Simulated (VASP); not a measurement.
# CaSe (Fm-3m) in VASP: further runs

Runs on CaSe. Level: PBE. Tasks: single point.

All numbers are computed with VASP 6.6.1; they aren't measurements. Logs are shortened: lines on timing, memory, paths and dates and some standing lists are left out, and cuts for length are marked.

**Measured values to compare with.**

A printed reference work, monograph, original work of 1988 reports, for a bulk crystal of CaSe at 2 K: band gap 3.85 eV (indirect).

The results are compared with them further down.

## Step 1: The cell of the first run

The structure is cubic, space group Fm-3m (No. 225). The conventional cell has a = 5.774 Å, b = 5.774 Å, c = 5.774 Å, α = 90.00°, β = 90.00°, γ = 90.00°. Within 3.8 Å of Ca (site symmetry m-3m) lie 6 Se at 2.89 Å. Within 3.8 Å of Se (site symmetry m-3m) lie 6 Ca at 2.89 Å.

## Step 2: Single point, PBE (volume scaled by 0.91)

INCAR reads:

```
PREC = Accurate
ENCUT = 520
EDIFF = 1E-6
ISMEAR = 0
SIGMA = 0.02
LREAL = F
LASPH = T
NELM = 80
ALGO = Normal
ISIF = 2
LWAVE = F
LCHARG = T
GGA = PE
LELF = T
LVHAR = T
NBANDS = 15
```

KPOINTS reads:

```
regular mesh
0
Gamma
  8 8 8
```

POSCAR reads:

```
CaSe
1.0
    0.0000000000      2.8871607720      2.8871607720
    2.8871607720      0.0000000000      2.8871607720
    2.8871607720      2.8871607720      0.0000000000
Ca Se
1 1
Direct
    0.0000000000      0.0000000000      0.0000000000
    0.5000000000      0.5000000000      0.5000000000
```

Potentials or basis: VASP PAW PBE potentials, release 64 (Ca_sv, Se).

The run is started by

```
> cat potpaw_PBE.64/Ca_sv/POTCAR potpaw_PBE.64/Se/POTCAR > POTCAR
> mpirun -np 1 vasp_std > vasp.out
```

OUTCAR:

```text
PREC = Accurate
   ENCUT = 520
   EDIFF = 1E-6
   ISMEAR = 0
   LREAL = F
   LASPH = T
   NELM = 80
   ISIF = 2
   GGA = PE

 ion  position               nearest neighbor table
   1  0.000  0.000  0.000-   2 2.89   2 2.89   2 2.89   2 2.89   2 2.89   2 2.89
   2  0.500  0.500  0.500-   1 2.89   1 2.89   1 2.89   1 2.89   1 2.89   1 2.89

  LATTYP: Found a face centered cubic cell.
 ALAT       =     5.7743215440

  Lattice vectors:

 A1 = (   0.0000000000,   2.8871607720,   2.8871607720)
 A2 = (   2.8871607720,   0.0000000000,   2.8871607720)
 A3 = (   2.8871607720,   2.8871607720,   0.0000000000)

Analysis of symmetry for initial positions (statically):
=====================================================================
 Subroutine PRICEL returns:
 Original cell was already a primitive cell.

 Routine SETGRP: Setting up the symmetry group for a
 face centered cubic supercell.

 Subroutine GETGRP returns: Found 48 space group operations
 (whereof 48 operations were pure point group operations)
 out of a pool of 48 trial point group operations.

The static configuration has the point symmetry O_h .

Analysis of symmetry for dynamics (positions and initial velocities):
=====================================================================
 Subroutine PRICEL returns:
 Original cell was already a primitive cell.

 Routine SETGRP: Setting up the symmetry group for a
 face centered cubic supercell.

 Subroutine GETGRP returns: Found 48 space group operations
 (whereof 48 operations were pure point group operations)
 out of a pool of 48 trial point group operations.

The dynamic configuration has the point symmetry O_h .

 Subroutine INISYM returns: Found 48 space group operations
 (whereof 48 operations are pure point group operations),
 and found     1 'primitive' translations

----------------------------------------------------------------------------------------

                                     Primitive cell

  volume of cell :      48.1330

  direct lattice vectors                    reciprocal lattice vectors
     0.000000000  2.887160772  2.887160772    -0.173180519  0.173180519  0.173180519
     2.887160772  0.000000000  2.887160772     0.173180519 -0.173180519  0.173180519
     2.887160772  2.887160772  0.000000000     0.173180519  0.173180519 -0.173180519

  length of vectors
     4.083061921  4.083061921  4.083061921     0.299957457  0.299957457  0.299957457

  position of ions in fractional coordinates (direct lattice)
     0.000000000  0.000000000  0.000000000
     0.500000000  0.500000000  0.500000000

  ion indices of the primitive-cell ions
   primitive index   ion index
                 1           1
                 2           2

----------------------------------------------------------------------------------------

 KPOINTS: regular mesh

Automatic generation of k-mesh.
 Grid dimensions read from file:
 generate k-points for:    8    8    8

 Generating k-lattice:

  Cartesian coordinates                     Fractional coordinates (reciprocal lattice)
    -0.021647565  0.021647565  0.021647565     0.125000000  0.000000000  0.000000000
     0.021647565 -0.021647565  0.021647565     0.000000000  0.125000000  0.000000000
     0.021647565  0.021647565 -0.021647565     0.000000000  0.000000000  0.125000000

  Length of vectors
     0.037494682  0.037494682  0.037494682

  Shift w.r.t. Gamma in fractional coordinates (k-lattice)
     0.000000000  0.000000000  0.000000000

 Subroutine IBZKPT returns following result:
 ===========================================

 Found     29 irreducible k-points:

 Following reciprocal coordinates:
            Coordinates               Weight
  0.000000  0.000000  0.000000      1.000000
  0.125000  0.000000  0.000000      8.000000
  0.250000  0.000000  0.000000      8.000000
  0.375000  0.000000  0.000000      8.000000
  0.500000  0.000000  0.000000      4.000000
  0.125000  0.125000  0.000000      6.000000
[... 16 lines left out ...]
  0.500000  0.250000  0.125000     48.000000
 -0.375000  0.250000  0.125000     24.000000
 [... further k-points ...]
   k-points           NKPTS =     29   k-points in BZ     NKDIM =     29   number of bands    NBANDS=     15
   number of dos      NEDOS =    301   number of ions     NIONS =      2
   total plane-waves  NPLWV =  27000
   dimension x,y,z NGX =    30 NGY =   30 NGZ =   30
   dimension x,y,z NGXF=    60 NGYF=   60 NGZF=   60
   ions per type =               1   1
   NGX,Y,Z   is equivalent  to a cutoff of  12.21, 12.21, 12.21 a.u.
   NGXF,Y,Z  is equivalent  to a cutoff of  24.43, 24.43, 24.43 a.u.
 SYSTEM =  unknown system
   PREC   = accura    normal or accurate (medium, high low for compatibility)
   ISTART =      0    job   : 0-new  1-cont  2-samecut
   ICHARG =      2    charge: 1-file 2-atom 10-const
   ISPIN  =      1    spin polarized calculation?
   LNONCOLLINEAR =      F non collinear calculations
   LSORBIT =      F    spin-orbit coupling
[... 62 lines left out ...]
      3     -17.5770      2.00000
      4     -17.5770      2.00000
      5      -9.0954      2.00000
      6       2.9699      2.00000
      7       2.9699      2.00000
      8       2.9699      2.00000
      9       6.6356      0.00000
     10       6.6356      0.00000
     11       6.6356      0.00000
     12       6.7183      0.00000
     13       7.2790      0.00000
     14       7.2790      0.00000
     15      12.7730      0.00000

 k-point     2 :       0.1250    0.0000    0.0000
  band No.  band energies     occupation
      1     -36.5679      2.00000
      2     -17.6016      2.00000
      3     -17.5785      2.00000
      4     -17.5785      2.00000
      5      -8.9833      2.00000
      6       2.1479      2.00000
      7       2.6892      2.00000
      8       2.6892      2.00000
      9       6.6349      0.00000
     10       6.8700      0.00000
     11       6.8700      0.00000
     12       7.6486      0.00000
     13       7.7415      0.00000
     14       7.7415      0.00000
     15      13.0482      0.00000

 k-point     3 :       0.2500    0.0000    0.0000
  band No.  band energies     occupation
      1     -36.5643      2.00000
      2     -17.6596      2.00000
      3     -17.5821      2.00000
      4     -17.5821      2.00000
      5      -8.6978      2.00000
      6       0.8069      2.00000
      7       2.1634      2.00000
      8       2.1634      2.00000
      9       6.7399      0.00000
     10       7.4400      0.00000
     11       7.4400      0.00000
     12       8.8573      0.00000
     13       8.8573      0.00000
     14       9.1319      0.00000
     15      12.7631      0.00000

 k-point     4 :       0.3750    0.0000    0.0000
  band No.  band energies     occupation
      1     -36.5608      2.00000
      2     -17.7161      2.00000
      3     -17.5856      2.00000
      4     -17.5856      2.00000
      5      -8.3854      2.00000
      6      -0.2181      2.00000
      7       1.7550      2.00000
      8       1.7550      2.00000
      9       7.1452      0.00000
     10       8.1953      0.00000
     11       8.1953      0.00000
     12       9.2457      0.00000
     13      10.0784      0.00000
     14      10.0784      0.00000
     15      12.3296      0.00000
[... 307 lines left out ...]
 k-point    22 :       0.3750    0.2500    0.1250
  band No.  band energies     occupation
      1     -36.5617      2.00000
      2     -17.6676      2.00000
      3     -17.6078      2.00000
      4     -17.5888      2.00000
      5      -8.5583      2.00000
      6       0.4552      2.00000
      7       1.9078      2.00000
      8       1.9480      2.00000
      9       6.3313      0.00000
     10       7.8328      0.00000
     11       8.2718      0.00000
     12       8.3281      0.00000
     13       9.0839      0.00000
     14      10.9315      0.00000
     15      12.0858      0.00000

 k-point    23 :       0.5000    0.2500    0.1250
  band No.  band energies     occupation
      1     -36.5588      2.00000
      2     -17.6957      2.00000
      3     -17.6196      2.00000
      4     -17.5953      2.00000
      5      -8.3620      2.00000
      6       0.0484      2.00000
      7       1.3832      2.00000
      8       1.6825      2.00000
      9       6.8614      0.00000
     10       8.3663      0.00000
     11       8.6603      0.00000
     12       8.8474      0.00000
     13       9.3693      0.00000
     14      11.1226      0.00000
     15      11.4603      0.00000

 k-point    24 :      -0.3750    0.2500    0.1250
  band No.  band energies     occupation
      1     -36.5576      2.00000
      2     -17.7079      2.00000
      3     -17.6219      2.00000
      4     -17.5997      2.00000
      5      -8.2776      2.00000
      6      -0.1062      2.00000
      7       1.1731      2.00000
      8       1.5834      2.00000
      9       7.5242      0.00000
     10       7.8207      0.00000
     11       8.8938      0.00000
     12       9.2591      0.00000
     13       9.6055      0.00000
     14      10.4979      0.00000
     15      12.1066      0.00000

 [... further k-points ...]

------------------------ aborting loop because EDIFF is reached ----------------------------------------

  FORCE on cell =-STRESS in cart. coord.  units (eV):
  Direction    XX          YY          ZZ          XY          YZ          ZX
  --------------------------------------------------------------------------------------
  -------------------------------------------------------------------------------------
  Total        1.7095476      1.7095476      1.7095476      0.0000000      0.0000000      0.0000000
  in kB       56.9047973     56.9047973     56.9047973      0.0000000      0.0000000      0.0000000
  external PRESSURE =      56.9047973 kB  Pullay stress =       0.0000000 kB

 VOLUME and BASIS-vectors are now :
 -----------------------------------------------------------------------------
  energy-cutoff  :      520.00
  volume of cell :       48.13
      direct lattice vectors                 reciprocal lattice vectors
     0.000000000  2.887160772  2.887160772    -0.173180519  0.173180519  0.173180519
     2.887160772  0.000000000  2.887160772     0.173180519 -0.173180519  0.173180519
     2.887160772  2.887160772  0.000000000     0.173180519  0.173180519 -0.173180519

 POSITION                                       TOTAL-FORCE (eV/Angst)
 -----------------------------------------------------------------------------------
      0.00000      0.00000      0.00000        -0.000000     -0.000000     -0.000000
      2.88716      2.88716      2.88716         0.000000      0.000000      0.000000
 -----------------------------------------------------------------------------------
    total drift:                               -0.000000      0.000000      0.000000

  FREE ENERGIE OF THE ION-ELECTRON SYSTEM (eV)
  ---------------------------------------------------
  free  energy   TOTEN  =        -9.4046551967 eV

  energy  without entropy=       -9.4046551967  energy(sigma->0) =       -9.40465520
```

Wall time 20 s (1 thread of Intel Xeon 6975P-C (Granite Rapids), shared host); peak memory 0.17 GiB.

Results:

```yaml
Free_energy: -9.4047 eV
Pressure: 5.7 GPa
Band_gap_on_the_k_mesh: 1.83 eV, indirect (least direct gap 2.84 eV)
```

Caveat: the cell differs from its parent crystal (volume scaled by 0.91). A k mesh can miss the band edges.

## Step 3: Single point, PBE (volume scaled by 0.94)

INCAR reads:

```
  PREC = Accurate
  ENCUT = 520
  EDIFF = 1E-7
  ISMEAR = 0
  SIGMA = 0.02
  LREAL = False
  LASPH = True
  NELM = 80
  ALGO = Normal
  ISIF = 2
  LWAVE = False
  LCHARG = True
  GGA = PE
  LELF = True
  LVHAR = True
  NBANDS = 15
```

KPOINTS is that of step 2.

POSCAR reads:

```
CaSe
1.0
    0.0000000000      2.9185454131      2.9185454131
    2.9185454131      0.0000000000      2.9185454131
    2.9185454131      2.9185454131      0.0000000000
Ca Se
1 1
Direct
    0.0000000000      0.0000000000      0.0000000000
    0.5000000000      0.5000000000      0.5000000000
```

Potentials or basis: VASP PAW PBE potentials, release 64 (Ca_sv, Se).

The run is started by

```
> cat potpaw_PBE.64/Ca_sv/POTCAR potpaw_PBE.64/Se/POTCAR > POTCAR
> mpirun -np 1 vasp_std > vasp.out
```

It took 12 s on 1 thread of Intel Xeon 6975P-C (Granite Rapids), shared host; peak memory 0.18 GiB.

Results (log left out):

- Free energy: -9.4504 eV
- Pressure: 3.5 GPa
- Band gap on the k mesh: 1.92 eV, indirect (least direct gap 2.89 eV)

Levels at points of the mesh, in eV from the valence-band top:
| k point | band 6 | band 7 | band 8 | band 9 | band 10 | band 11 |
| --- | --- | --- | --- | --- | --- | --- |
| (0.00, 0.00, 0.00) | 0.00 | 0.00 | 0.00 | 3.56 | 3.69 | 3.69 |
| (0.50, 0.00, 0.00) | -3.44 | -1.29 | -1.29 | 4.58 | 5.59 | 5.60 |
| (0.50, 0.50, 0.00) | -2.62 | -0.97 | -0.97 | 1.92 | 5.11 | 5.23 |

Caveat: the cell differs from its parent crystal (volume scaled by 0.94). A k mesh can miss the band edges.

## Step 4: Single point, PBE (volume scaled by 0.97)

INCAR reads:

```
PREC = Accurate ; ENCUT = 520
EDIFF = 1E-6 ; ISMEAR = 0
SIGMA = 0.02 ; LREAL = F
LASPH = T ; NELM = 80
ALGO = Normal ; ISIF = 2
LWAVE = F ; LCHARG = T
GGA = PE ; LELF = T
LVHAR = T ; NBANDS = 15
```

KPOINTS reads:

```
Automatic mesh
0
Gamma
  8 8 8
```

POSCAR reads:

```
CaSe
1.0
    0.0000000000      2.9492692016      2.9492692016
    2.9492692016      0.0000000000      2.9492692016
    2.9492692016      2.9492692016      0.0000000000
Ca Se
1 1
Direct
    0.0000000000      0.0000000000      0.0000000000
    0.5000000000      0.5000000000      0.5000000000
```

The run is started by

```
> cat potpaw_PBE.64/Ca_sv/POTCAR potpaw_PBE.64/Se/POTCAR > POTCAR
> mpirun -np 1 vasp_std > vasp.out
```

It took 9.5 s on 1 thread of Intel Xeon 6975P-C (Granite Rapids), shared host; peak memory 0.17 GiB.

The run converged. Its results:

| Item | Value |
| --- | --- |
| Free energy | -9.4766 eV |
| Pressure | 1.7 GPa |
| Band gap on the k mesh | 2.00 eV, indirect (least direct gap 2.95 eV) |

Levels at points of the mesh, in eV from the valence-band top:
| k point | band 6 | band 7 | band 8 | band 9 | band 10 | band 11 |
| --- | --- | --- | --- | --- | --- | --- |
| (0.00, 0.00, 0.00) | 0.00 | 0.00 | 0.00 | 3.39 | 3.70 | 3.70 |
| (0.50, 0.00, 0.00) | -3.32 | -1.22 | -1.22 | 4.53 | 5.50 | 5.53 |
| (0.50, 0.50, 0.00) | -2.54 | -0.94 | -0.94 | 2.00 | 5.06 | 5.09 |

Caveat: the cell differs from its parent crystal (volume scaled by 0.97).

## Step 5: Single point, PBE

This run uses another cell than the first one, of 26.45 Å³/atom, 1.099 times its volume.

INCAR reads:

```
SYSTEM = CaSe
ALGO = Normal ; EDIFF = 1E-6
ENCUT = 520 ; GGA = PE
ISIF = 2 ; ISMEAR = 0
LASPH = .True. ; LCHARG = .False.
LREAL = .False. ; LWAVE = .False.
NBANDS = 15 ; NELM = 80
PREC = Accurate ; SIGMA = 0.02
```

KPOINTS reads:

```
k-points
0
Gamma
  8 8 8
  0 0 0
```

POSCAR reads:

```
CaSe
1.0
    0.0000000000      2.9793658640      2.9793658640
    2.9793658640      0.0000000000      2.9793658640
    2.9793658640      2.9793658640      0.0000000000
Ca Se
1 1
Direct
    0.0000000000      0.0000000000      0.0000000000
    0.5000000000      0.5000000000      0.5000000000
```

The run is started by

```
> cat potpaw_PBE.64/Ca_sv/POTCAR potpaw_PBE.64/Se/POTCAR > POTCAR
> mpirun -np 1 vasp_std > vasp.out
```

Run time: 9.5 s. Hardware: 1 thread of Intel Xeon 6975P-C (Granite Rapids), shared host; peak memory 0.17 GiB.

The run converged. Its results:

| Quantity | Value |
| --- | --- |
| Free energy | -9.4859 eV |
| Pressure | 0.1 GPa |
| Band gap on the k mesh | 2.07 eV, indirect (least direct gap 2.99 eV) |

Levels at points of the mesh, in eV from the valence-band top:
```csv
k point,band 4,band 5,band 6,band 7,band 8,band 9,band 10,band 11,band 12,band 13
"(0.00, 0.00, 0.00)",-20.81,-11.72,0.00,0.00,0.00,3.22,3.71,3.71,3.71,4.26
"(0.50, 0.00, 0.00)",-20.81,-11.07,-3.20,-1.15,-1.15,4.48,5.42,5.45,5.45,7.39
"(0.50, 0.50, 0.00)",-20.84,-11.17,-2.46,-0.91,-0.91,2.07,4.95,5.00,5.93,5.97
```

## Step 6: Single point, PBE (volume scaled by 1.03)

INCAR reads:

```
ALGO = Normal
EDIFF = 1E-7
ENCUT = 520
GGA = PE
ISIF = 2
ISMEAR = 0
LASPH = T
LCHARG = T
LELF = T
LREAL = F
LVHAR = T
LWAVE = F
NBANDS = 15
NELM = 100
PREC = Accurate
SIGMA = 0.02
```

KPOINTS reads:

```
k-points
0
Gamma
  8 8 8
```

POSCAR reads:

```
CaSe
1.0
    0.0000000000      3.0088664545      3.0088664545
    3.0088664545      0.0000000000      3.0088664545
    3.0088664545      3.0088664545      0.0000000000
Ca Se
1 1
Direct
    0.0000000000      0.0000000000      0.0000000000
    0.5000000000      0.5000000000      0.5000000000
```

Potentials or basis: VASP PAW PBE potentials, release 64 (Ca_sv, Se).

The run is started by

```
> cat potpaw_PBE.64/Ca_sv/POTCAR potpaw_PBE.64/Se/POTCAR > POTCAR
> mpirun -np 1 vasp_std > vasp.out
```

Wall time 10 s (1 thread of Intel Xeon 6975P-C (Granite Rapids), shared host); peak memory 0.18 GiB.

The run converged. Its results:

```
Free energy            : -9.4807 eV
Pressure               : -1.2 GPa
Band gap on the k mesh : 2.14 eV, indirect (least direct gap 3.02 eV)
```

Levels at points of the mesh, in eV from the valence-band top:
```csv
k point,band 6,band 7,band 8,band 9,band 10,band 11
"(0.00, 0.00, 0.00)",0.00,0.00,0.00,3.07,3.72,3.72
"(0.50, 0.00, 0.00)",-3.09,-1.09,-1.09,4.43,5.33,5.37
"(0.50, 0.50, 0.00)",-2.39,-0.89,-0.89,2.14,4.82,4.95
```

Caveat: the cell differs from its parent crystal (volume scaled by 1.03). A k mesh can miss the band edges.

## Step 7: Overview

```tsv
cell	gap on the mesh (eV)	pressure (GPa)
a = 4.083 Å, angles 60.0°, 2 atoms	1.83	5.7
a = 4.127 Å, angles 60.0°, 2 atoms	1.92	3.5
a = 4.171 Å, angles 60.0°, 2 atoms	2.00	1.7
a = 4.213 Å, angles 60.0°, 2 atoms	2.07	0.1
a = 4.255 Å, angles 60.0°, 2 atoms	2.14	-1.2
```

Alike in all rows: task single point; level PBE; potentials or basis VASP PAW PBE potentials, release 64 (Ca_sv, Se); no spin polarisation; k mesh 8 × 8 × 8; cutoff (eV) 520; smearing gaussian 0.02 eV.

Total energies depend on the potentials used, so only differences within one code and one set of settings carry meaning.

## Step 8: How close it comes

Step 5. Against the measured gap of CaSe, 3.85 eV (indirect; 2 K; a printed reference work, monograph, original work of 1988), the calculated 2.07 eV is off by -1.78 eV. Spin-orbit coupling on Se is left out. The value is that of PBE on a finite k mesh, which can miss the band edges, without temperature or zero-point motion. Semilocal functionals fall short of measured gaps as a rule.
